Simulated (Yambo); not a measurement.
# Sn (Fd-3m) in Yambo: a series of runs

One crystal, Sn, is run at these levels: PBE, PBEsol; tasks: Hartree-Fock levels, G0W0 quasiparticle levels, optical spectrum.

Everything below comes from runs of Yambo 5.3.0. Logs are shortened: lines on timing, memory, paths and dates and some standing lists are left out, and cuts for length are marked.

## Step 1: Starting point

The structure is cubic, space group Fd-3m (No. 227). The conventional cell has a = 6.467 Å, b = 6.467 Å, c = 6.467 Å, α = 90.00°, β = 90.00°, γ = 90.00°. Sn (site symmetry -43m) has 4 Sn at 2.80 Å as nearest neighbours.

This isn't the form of Sn at room conditions, which is tetragonal (white tin).

## Step 2: Hartree-Fock levels, PBE

The input, hf1.in:

```
rim_cut
HF_and_locXC
RandQpts= 1000000
RandGvec= 50 RL
EXXRLvcs= 72 Ry
VXCRLvcs= 72 Ry
% QPkrange
 1 | 16 | 10 | 16 |
%
```

The input, scf.in:

```
&CONTROL
  calculation = 'scf'
  prefix = 'pwscf'
  outdir = './tmp'
  pseudo_dir = './pseudo'
/
&SYSTEM
  ibrav = 0
  A = 4.57263724
  nat = 2
  ntyp = 1
  ecutwfc = 72
  nbnd = 21
  occupations = 'smearing'
  smearing = 'fd'
  degauss = 0.00367493
  force_symmorphic = .true.
/
&ELECTRONS
  conv_thr = 4d-10
  electron_maxstep = 120
  mixing_beta = 0.5
/
ATOMIC_SPECIES
Sn   118.7100 Sn.upf
CELL_PARAMETERS alat
   0.0000000000    0.7071067811    0.7071067811
   0.7071067811    0.0000000000    0.7071067811
   0.7071067811    0.7071067811    0.0000000000
ATOMIC_POSITIONS alat
Sn     1.0606601717    1.0606601717    1.0606601717
Sn     0.7071067811    0.7071067811    0.7071067811
K_POINTS automatic
8 8 8 0 0 0
```

The input, nscf.in:

```
&CONTROL
  calculation = 'nscf'
  prefix = 'pwscf'
  outdir = './tmp'
  pseudo_dir = './pseudo'
/
&SYSTEM
  ibrav = 0
  A = 4.57263724
  nat = 2
  ntyp = 1
  ecutwfc = 72
  nbnd = 164
  occupations = 'smearing'
  smearing = 'fd'
  degauss = 0.00367493
  force_symmorphic = .true.
/
&ELECTRONS
  conv_thr = 1d-08
  diago_full_acc = .true.
  diago_thr_init = 1d-06
/
ATOMIC_SPECIES
Sn   118.7100 Sn.upf
CELL_PARAMETERS alat
   0.0000000000    0.7071067811    0.7071067811
   0.7071067811    0.0000000000    0.7071067811
   0.7071067811    0.7071067811    0.0000000000
ATOMIC_POSITIONS alat
Sn     1.0606601717    1.0606601717    1.0606601717
Sn     0.7071067811    0.7071067811    0.7071067811
K_POINTS automatic
6 6 6 0 0 0
```

Potentials or basis: PseudoDojo 0.4.1 SR PBE standard.

Run with:

```console
$ OMP_NUM_THREADS=1 pw.x -in scf.in > scf.out
$ OMP_NUM_THREADS=1 pw.x -in nscf.in > nscf.out
$ cd tmp/pwscf.save; p2y; mv SAVE ../..; cd ../..
$ OMP_NUM_THREADS=1 yambo
$ mkdir -p hf1; ln -s $PWD/g0w00/ndb.RIM hf1/
$ OMP_NUM_THREADS=1 yambo -F hf1.in -J hf1 -C hf1_out
```

Yambo's report:

```text
[... sections 02.01 to 02.04 as in the set-up run ...]

  [02.05] Energies & Occupations
  ==============================

  [X] === General ===
  [X] Electronic Temperature                        :  0.258606E-1   300.100    [eV K]
  [X] Bosonic    Temperature                        :  0.258606E-1   300.100    [eV K]
  [X] Finite Temperature mode                       : yes
  [X] El. density                                   :  0.41416E+24 [cm-3]
  [X] Fermi Level                                   :  8.228117 [eV]

  [X] === Gaps and Widths ===
  [X] Conduction Band Min                           :  8.228117 [eV]
  [X] Valence Band Max                              :  8.228117 [eV]
  [X] Filled Bands                                  :  12
  [X] Metallic Bands                                :  13  15
  [X] Empty Bands                                   :   16  164

  [X] === Metallic Characters ===
  [X] N of el / N of met el                         :  28.00000   3.82726
  [X] Average metallic occ.                         :  0.318938

  [WARNING] [X] Metallic system

 [03] Transferred momenta grid and indexing
 ==========================================

 IBZ Q-points                                      :  16
 BZ  Q-points                                      :  216

 K/Q-points units:
 rlu = crystal or reduced units; cc = cartesian coordinates; iku = interal k-units

 Q [ 1]         [rlu]:  0.000000  0.000000  0.000000
 Q [ 2]         [rlu]:  0.39840E-17  0.17862E-16  0.16667
 Q [ 3]         [rlu]:  0.79680E-17  0.35724E-16  0.33333
 Q [ 4]         [rlu]:  0.71315E-16  0.15804E-16 -0.50000
 Q [ 5]         [rlu]: -0.86680E-17  0.16667      0.16667
 Q [ 6]         [rlu]:  0.39840E-17  0.16667      0.33333
 Q [ 7]         [rlu]: -0.19788E-16  0.16667      0.50000
 Q [ 8]         [rlu]:  0.17333E-16  0.16667     -0.33333
 Q [ 9]         [rlu]: -0.87324E-17  0.16667     -0.16667
 Q [10]         [rlu]: -0.17336E-16  0.33333      0.33333
 Q [11]         [rlu]: -0.26447E-16  0.33333      0.50000
 Q [12]         [rlu]: -0.17465E-16  0.33333     -0.33333
 Q [13]         [rlu]: -0.27978E-16 -0.50000     -0.50000
 Q [14]         [rlu]:  0.166667  0.333333  0.500000
 Q [15]         [rlu]:  0.166667  0.333333 -0.333333
 Q [16]         [rlu]:  0.166667 -0.500000 -0.333333

 [04] Coloumb potential Random Integration (RIM)
 ===============================================

 Summary of Coulomb integrals for non-metallic bands |Q|[au] RIM/Bare

 Q [1] 0.100000E-4 0.995998 * Q [2] 0.148426 1.064319
 Q [5] 0.171387 1.063169 * Q [9] 0.242378 1.026442
 Q [6] 0.284213 1.018967 * Q [3] 0.296851 1.016617
 Q [10] 0.342774 1.013307 * Q [8] 0.373529 1.011176
 Q [14] 0.383233 1.010383 * Q [7] 0.419811 1.008519
 Q [11] 0.445277 1.007739 * Q [4] 0.445277 1.008039
 Q [12] 0.484756 1.006789 * Q [15] 0.506970 1.006298
 Q [13] 0.514161 1.006422 * Q [16] 0.541973 1.005763

 [05] Local Exchange-Correlation + Non-Local Fock
 ================================================

 [VXC] Plane waves :   4813
 [EXS] Plane waves :   4813

 QP @ state[ 1 ] K range:   1  16
 QP @ state[ 1 ] b range:  10  16

 [WF-HF/Rho loader] Normalization (few states)  min/max  :  0.16700E-16   1.0000

 [xc] Functional : Perdew, Burke & Ernzerhof(X)+Perdew, Burke & Ernzerhof(C)
 [xc] LIBXC used to calculate xc functional
  PP Number of Atomic Species                      :  1
  NLCC RL compoments                               :   37509
  PP Number of Atomic Species                      :  1
  NLCC RL compoments                               :   37509
 [WR./hf1//ndb.HF_and_locXC]-----------------------------------------------------
  Brillouin Zone Q/K grids (IBZ/BZ)                :   16  216   16  216
  RL vectors                                       :   5817 [WF]
  Fragmentation                                    : no
  Electronic Temperature                           :  300.1000 [K]
  Bosonic    Temperature                           :  300.1000 [K]
  Green`s function   wavefunctions                 : Perdew, Burke & Ernzerhof(X)+Perdew, Burke & Ernzerhof(C)
  Total number of QP states                        :  112
  Exchange RL vectors                              :   4813
  Exchange summation bands                         :  15
  RIM RL components                                :   51
  RIM random points                                :  1000000

 [xc] E_xc :  -16.52822 [Ha]
      E_xc :  -33.05645 [Ry]

  Local XC kind (lXC) : Perdew, Burke & Ernzerhof(X)+Perdew, Burke & Ernzerhof(C)
  Non-Local XC kind (nlXC) : Hartree-Fock

  Corrections @ K [1] :  [eV]
 <10|nlXC|10> = -28.23409 -0.71523E-17 <10|lXC|10> = -24.97000  0.85651E-25
 <11|nlXC|11> = -17.45483  0.32452E-17 <11|lXC|11> = -11.11970 -0.26720E-21
 <12|nlXC|12> = -12.30683  0.67424E-17 <12|lXC|12> = -13.34037 -0.18881E-15
 <13|nlXC|13> = -11.45492  0.33698E-17 <13|lXC|13> = -11.38395 -0.94409E-16
 <14|nlXC|14> = -11.45492  0.62147E-17 <14|lXC|14> = -11.38395 -0.94408E-16
 <15|nlXC|15> = -11.45492 -0.64796E-17 <15|lXC|15> = -11.38395  0.33529E-21
 <16|nlXC|16> = -6.855910 -0.86966E-18 <16|lXC|16> = -9.988865  0.94412E-16

  Corrections @ K [2] :  [eV]
 <10|nlXC|10> = -28.26050  0.32249E-19 <10|lXC|10> = -24.93936 -0.28323E-15
 <11|nlXC|11> = -17.38246 -0.18488E-17 <11|lXC|11> = -11.16919  0.94408E-16
 <12|nlXC|12> = -13.92593 -0.11726E-17 <12|lXC|12> = -11.93172  0.41753E-21
 <13|nlXC|13> = -12.53935 -0.72967E-17 <13|lXC|13> = -11.08622  0.26949E-22
 <14|nlXC|14> = -12.53935 -0.13247E-17 <14|lXC|14> = -11.08622 -0.21006E-20
 <15|nlXC|15> = -8.725850 -0.25838E-17 <15|lXC|15> = -11.22688 -0.47205E-16
 <16|nlXC|16> = -6.890498  0.97045E-18 <16|lXC|16> = -10.21425  0.12390E-15

  Corrections @ K [3] :  [eV]
 <10|nlXC|10> = -28.27521 -0.78594E-17 <10|lXC|10> = -24.94209 -0.37763E-15
 <11|nlXC|11> = -17.21536 -0.13029E-17 <11|lXC|11> = -11.35362 -0.47204E-16
 <12|nlXC|12> = -14.91163  0.13881E-16 <12|lXC|12> = -11.30773  0.17112E-15
 <13|nlXC|13> = -12.80433 -0.31068E-17 <13|lXC|13> = -10.88416  0.94408E-16
 <14|nlXC|14> = -12.80434 -0.83818E-17 <14|lXC|14> = -10.88416  0.94410E-16
 <15|nlXC|15> = -8.254580  0.13818E-17 <15|lXC|15> = -10.93966  0.11805E-16
 <16|nlXC|16> = -6.202539  0.77231E-18 <16|lXC|16> = -9.914354  0.18882E-15

  Corrections @ K [4] :  [eV]
 <10|nlXC|10> = -28.28131  0.74700E-17 <10|lXC|10> = -24.94000 -0.37763E-15
 <11|nlXC|11> = -17.16734  0.17775E-16 <11|lXC|11> = -11.63140 -0.18882E-15
 <12|nlXC|12> = -15.20945  0.13350E-16 <12|lXC|12> = -10.89840  0.18882E-15
 <13|nlXC|13> = -12.91077 -0.61054E-17 <13|lXC|13> = -10.83031  0.86873E-23
 <14|nlXC|14> = -12.91077 -0.41299E-17 <14|lXC|14> = -10.83031  0.14023E-20
 <15|nlXC|15> = -8.825692  0.13368E-17 <15|lXC|15> = -10.93396  0.12245E-20
 <16|nlXC|16> = -5.816693 -0.60887E-18 <16|lXC|16> = -9.649992  0.47207E-16

  Corrections @ K [5] :  [eV]
 <10|nlXC|10> = -28.25452  0.11704E-16 <10|lXC|10> = -24.96472  0.14161E-15
 <11|nlXC|11> = -17.35392 -0.74814E-18 <11|lXC|11> = -11.18256  0.37763E-15
 <12|nlXC|12> = -14.32106  0.95328E-17 <12|lXC|12> = -12.38047 -0.47204E-16
 <13|nlXC|13> = -12.42822  0.49392E-17 <13|lXC|13> = -10.69768 -0.94408E-16
 <14|nlXC|14> = -12.42824  0.16954E-17 <14|lXC|14> = -10.69768 -0.70808E-16
 <15|nlXC|15> = -6.329653  0.15537E-17 <15|lXC|15> = -9.502123 -0.48750E-20
 <16|nlXC|16> = -9.088112 -0.32279E-17 <16|lXC|16> = -11.83715  0.31073E-21

  Corrections @ K [6] :  [eV]
 <10|nlXC|10> = -28.27406 -0.50133E-17 <10|lXC|10> = -24.95927  0.14161E-15
 <11|nlXC|11> = -17.19785 -0.65347E-17 <11|lXC|11> = -11.30914  0.18882E-15
 <12|nlXC|12> = -15.11483  0.17567E-16 <12|lXC|12> = -11.85819 -0.26554E-16
 <13|nlXC|13> = -12.35059 -0.11625E-17 <13|lXC|13> = -10.40537 -0.84862E-17
 <14|nlXC|14> = -12.67947  0.51459E-17 <14|lXC|14> = -10.53553  0.22422E-15
 <15|nlXC|15> = -7.074736  0.37130E-17 <15|lXC|15> = -10.13732  0.13226E-19
 <16|nlXC|16> = -7.409795  0.39615E-18 <16|lXC|16> = -10.76875  0.40005E-20

  Corrections @ K [7] :  [eV]
 <10|nlXC|10> = -28.28309 -0.62889E-18 <10|lXC|10> = -24.97416  0.94408E-16
 <11|nlXC|11> = -17.07249  0.18585E-17 <11|lXC|11> = -11.59706 -0.23604E-16
 <12|nlXC|12> = -15.51632 -0.71703E-17 <12|lXC|12> = -11.30471 -0.37763E-15
 <13|nlXC|13> = -12.55228  0.48806E-17 <13|lXC|13> = -10.23604 -0.27310E-20
 <14|nlXC|14> = -12.82184 -0.31164E-17 <14|lXC|14> = -10.56980 -0.47205E-16
 <15|nlXC|15> = -7.459415  0.25459E-17 <15|lXC|15> = -10.47822  0.94408E-16
 <16|nlXC|16> = -6.142618  0.13833E-17 <16|lXC|16> = -9.934854  0.44240E-17

  Corrections @ K [8] :  [eV]
 <10|nlXC|10> = -28.28149 -0.11592E-18 <10|lXC|10> = -24.95901  0.18882E-15
 <11|nlXC|11> = -17.10071 -0.91111E-17 <11|lXC|11> = -11.49251  0.18882E-15
 <12|nlXC|12> = -15.43388  0.38694E-17 <12|lXC|12> = -11.46919 -0.91454E-16
 <13|nlXC|13> = -12.51505  0.81415E-17 <13|lXC|13> = -10.08557  0.11798E-16
 <14|nlXC|14> = -12.83509  0.98388E-17 <14|lXC|14> = -10.77318 -0.94414E-16
 <15|nlXC|15> = -7.740530 -0.23348E-17 <15|lXC|15> = -10.75462  0.23602E-16
 <16|nlXC|16> = -5.705381 -0.34427E-18 <16|lXC|16> = -9.629095  0.94413E-16

  Corrections @ K [9] :  [eV]
 <10|nlXC|10> = -28.27123  0.10205E-16 <10|lXC|10> = -24.96682  0.37763E-15
 <11|nlXC|11> = -17.26913  0.11382E-16 <11|lXC|11> = -11.25780  0.46706E-20
 <12|nlXC|12> = -14.83493  0.11564E-16 <12|lXC|12> = -11.93956  0.23602E-16
 <13|nlXC|13> = -12.20029  0.10877E-16 <13|lXC|13> = -10.13345  0.14161E-15
 <14|nlXC|14> = -12.79652  0.42367E-17 <14|lXC|14> = -11.10040 -0.18882E-15
 <15|nlXC|15> = -8.317350 -0.25093E-18 <15|lXC|15> = -11.20199  0.18882E-15
 <16|nlXC|16> = -6.537521 -0.31677E-18 <16|lXC|16> = -10.07574  0.34383E-20

  Corrections @ K [10] :  [eV]
 <10|nlXC|10> = -28.28162  0.65117E-17 <10|lXC|10> = -24.93494  0.94409E-16
 <11|nlXC|11> = -17.04667  0.91287E-17 <11|lXC|11> = -11.37494  0.18882E-15
 <12|nlXC|12> = -15.68750  0.13904E-17 <12|lXC|12> = -12.06545 -0.59005E-16
 <13|nlXC|13> = -12.80698 -0.72375E-18 <13|lXC|13> = -10.31543 -0.10621E-15
 <14|nlXC|14> = -12.80700 -0.80770E-17 <14|lXC|14> = -10.31543  0.14161E-15
 <15|nlXC|15> = -6.076207  0.30930E-17 <15|lXC|15> = -9.243616 -0.47193E-16
 <16|nlXC|16> = -5.988240  0.27798E-17 <16|lXC|16> = -9.536067 -0.37764E-15

  Corrections @ K [11] :  [eV]
 <10|nlXC|10> = -28.28718 -0.14439E-17 <10|lXC|10> = -24.97972  0.37763E-15
 <11|nlXC|11> = -16.83236 -0.12858E-16 <11|lXC|11> = -11.58067 -0.47205E-16
 <12|nlXC|12> = -16.16130 -0.15857E-16 <12|lXC|12> = -11.84053 -0.23603E-16
 <13|nlXC|13> = -12.55720  0.72261E-17 <13|lXC|13> = -9.812616  0.94413E-16
 <14|nlXC|14> = -12.88881  0.81460E-17 <14|lXC|14> = -10.29065 -0.47210E-16
 <15|nlXC|15> = -5.983735  0.37402E-18 <15|lXC|15> = -9.320791  0.47202E-16
 <16|nlXC|16> = -6.036693 -0.13863E-18 <16|lXC|16> = -9.695669 -0.23604E-16

  Corrections @ K [12] :  [eV]
 <10|nlXC|10> = -28.28803  0.86264E-17 <10|lXC|10> = -24.99429  0.16521E-15
 <11|nlXC|11> = -16.89173 -0.10666E-17 <11|lXC|11> = -11.69577  0.94408E-16
 <12|nlXC|12> = -16.11816 -0.45896E-18 <12|lXC|12> = -11.72685 -0.70814E-16
 <13|nlXC|13> = -12.52820 -0.41488E-17 <13|lXC|13> = -9.528099 -0.23601E-16
 <14|nlXC|14> = -12.86325 -0.78442E-17 <14|lXC|14> = -10.45183 -0.23535E-20
 <15|nlXC|15> = -6.244453  0.13646E-17 <15|lXC|15> = -9.612859 -0.14896E-19
 <16|nlXC|16> = -6.197295  0.11334E-17 <16|lXC|16> = -10.48708 -0.35413E-16

  Corrections @ K [13] :  [eV]
 <10|nlXC|10> = -28.29021  0.64477E-17 <10|lXC|10> = -24.96150  0.11801E-16
 <11|nlXC|11> = -16.51866  0.84915E-17 <11|lXC|11> = -11.68894 -0.94409E-16
 <12|nlXC|12> = -16.51866 -0.74136E-17 <12|lXC|12> = -11.69182  0.47204E-16
 <13|nlXC|13> = -12.93921 -0.43108E-17 <13|lXC|13> = -10.19633  0.82607E-16
 <14|nlXC|14> = -12.93921 -0.25720E-17 <14|lXC|14> = -10.19633  0.17698E-16
 <15|nlXC|15> = -5.808546 -0.15091E-17 <15|lXC|15> = -9.162187 -0.47190E-16
 <16|nlXC|16> = -5.808545 -0.18862E-17 <16|lXC|16> = -9.159974 -0.70808E-16

  Corrections @ K [14] :  [eV]
 <10|nlXC|10> = -28.28378 -0.56780E-17 <10|lXC|10> = -24.96406 -0.94408E-16
 <11|nlXC|11> = -17.01523 -0.11711E-17 <11|lXC|11> = -11.47589 -0.23602E-16
 <12|nlXC|12> = -15.80229  0.13264E-16 <12|lXC|12> = -11.89463  0.70806E-16
 <13|nlXC|13> = -12.48564 -0.60594E-17 <13|lXC|13> = -9.815779 -0.47207E-16
 <14|nlXC|14> = -12.56257 -0.17361E-16 <14|lXC|14> = -10.29934 -0.47205E-16
 <15|nlXC|15> = -6.281580 -0.54275E-18 <15|lXC|15> = -9.821889  0.11801E-15
 <16|nlXC|16> = -7.336774 -0.15650E-17 <16|lXC|16> = -10.84634 -0.59083E-17

  Corrections @ K [15] :  [eV]
 <10|nlXC|10> = -28.28777 -0.41056E-17 <10|lXC|10> = -24.99046  0.66380E-17
 <11|nlXC|11> = -16.89719  0.21963E-16 <11|lXC|11> = -11.70321  0.11801E-15
 <12|nlXC|12> = -16.08745  0.53239E-17 <12|lXC|12> = -11.68068 -0.11801E-15
 <13|nlXC|13> = -12.56018 -0.10239E-16 <13|lXC|13> = -9.701166  0.41297E-16
 <14|nlXC|14> = -12.55144 -0.41414E-17 <14|lXC|14> = -10.11199 -0.70810E-16
 <15|nlXC|15> = -7.124051  0.18451E-18 <15|lXC|15> = -10.63081  0.14161E-15
 <16|nlXC|16> = -5.482731 -0.11364E-18 <16|lXC|16> = -9.379515  0.17703E-16

  Corrections @ K [16] :  [eV]
 <10|nlXC|10> = -28.28891 -0.76401E-17 <10|lXC|10> = -24.98437  0.28323E-15
 <11|nlXC|11> = -16.56466  0.37260E-17 <11|lXC|11> = -11.76103  0.47202E-16
 <12|nlXC|12> = -16.56466 -0.47042E-17 <12|lXC|12> = -11.76395 -0.18882E-15
 <13|nlXC|13> = -12.55707 -0.18034E-17 <13|lXC|13> = -9.798997 -0.22101E-17
 <14|nlXC|14> = -12.55707 -0.58881E-18 <14|lXC|14> = -9.798575  0.58976E-17
 <15|nlXC|15> = -6.091119  0.34245E-18 <15|lXC|15> = -9.740304  0.58991E-16
 <16|nlXC|16> = -6.091119  0.49920E-17 <16|lXC|16> = -9.738485 -0.30301E-20

  [05.01] Hartree-Fock occupations report
  =======================================

  [Hartree-Fock] === General ===
  [Hartree-Fock] Electronic Temperature             :  0.258606E-1   300.100    [eV K]
  [Hartree-Fock] Bosonic    Temperature             :  0.258606E-1   300.100    [eV K]
  [Hartree-Fock] Finite Temperature mode            : yes
  [Hartree-Fock] El. density                        :  0.41416E+24 [cm-3]
  [Hartree-Fock] Fermi Level                        :  8.228117 [eV]

  [Hartree-Fock] === Gaps and Widths ===
  [Hartree-Fock] Conduction Band Min                :  8.228117 [eV]
  [Hartree-Fock] Valence Band Max                   :  8.228117 [eV]
  [Hartree-Fock] Filled Bands                       :  12
  [Hartree-Fock] Metallic Bands                     :  13  15
  [Hartree-Fock] Empty Bands                        :   16  164

  [Hartree-Fock] === Metallic Characters ===
  [Hartree-Fock] N of el / N of met el              :  28.00000   3.82726
  [Hartree-Fock] Average metallic occ.              :  0.318938

  [WARNING] [Hartree-Fock] Metallic system
```

Wall time 5.3 min (1 thread of Arm Neoverse V1, shared host); peak memory 0.32 GiB.

Results:

```yaml
Band_gap_on_the_k_mesh_mean-field_level: none (metal or under the smearing width)
```

Quasiparticle terms (eV):
| k point | band | Kohn-Sham level | Vxc | Σx | Σc | Z | result |
| --- | --- | --- | --- | --- | --- | --- | --- |
| (0.000, 0.000, 0.000) | 10 | -21.38 | -24.97 | -28.23 | - | - | -24.65 |
| (0.000, 0.000, 0.000) | 11 | -10.69 | -11.12 | -17.45 | - | - | -17.02 |
| (0.000, 0.000, 0.000) | 12 | -0.57 | -13.34 | -12.31 | - | - | 0.46 |
| (0.000, 0.000, 0.000) | 13 | 0.07 | -11.38 | -11.45 | - | - | 0.00 |
| (0.000, 0.000, 0.000) | 14 | 0.07 | -11.38 | -11.45 | - | - | 0.00 |
| (0.000, 0.000, 0.000) | 15 | 0.07 | -11.38 | -11.45 | - | - | 0.00 |
| (0.000, 0.000, 0.000) | 16 | 2.16 | -9.99 | -6.86 | - | - | 5.29 |
| (0.000, 0.000, 0.167) | 10 | -21.36 | -24.94 | -28.26 | - | - | -24.68 |
| (0.000, 0.000, 0.167) | 11 | -10.42 | -11.17 | -17.38 | - | - | -16.63 |
| (0.000, 0.000, 0.167) | 12 | -2.81 | -11.93 | -13.93 | - | - | -4.80 |
| (0.000, 0.000, 0.167) | 13 | -0.37 | -11.09 | -12.54 | - | - | -1.83 |
| (0.000, 0.000, 0.167) | 14 | -0.37 | -11.09 | -12.54 | - | - | -1.83 |
| (0.000, 0.000, 0.167) | 15 | 0.58 | -11.23 | -8.73 | - | - | 3.08 |
| (0.000, 0.000, 0.167) | 16 | 2.73 | -10.21 | -6.89 | - | - | 6.05 |
| (0.000, 0.000, 0.333) | 10 | -21.34 | -24.94 | -28.28 | - | - | -24.67 |
| (0.000, 0.000, 0.333) | 11 | -9.68 | -11.35 | -17.22 | - | - | -15.54 |
| (0.000, 0.000, 0.333) | 12 | -5.15 | -11.31 | -14.91 | - | - | -8.76 |
| (0.000, 0.000, 0.333) | 13 | -0.94 | -10.88 | -12.80 | - | - | -2.86 |
| (0.000, 0.000, 0.333) | 14 | -0.94 | -10.88 | -12.80 | - | - | -2.86 |
| (0.000, 0.000, 0.333) | 15 | 0.18 | -10.94 | -8.25 | - | - | 2.86 |

Caveat: the potentials hold a filled d shell without the s and p states of that shell, which can shift GW gaps by tenths of an eV, either way.

[end of part 1 of 3]
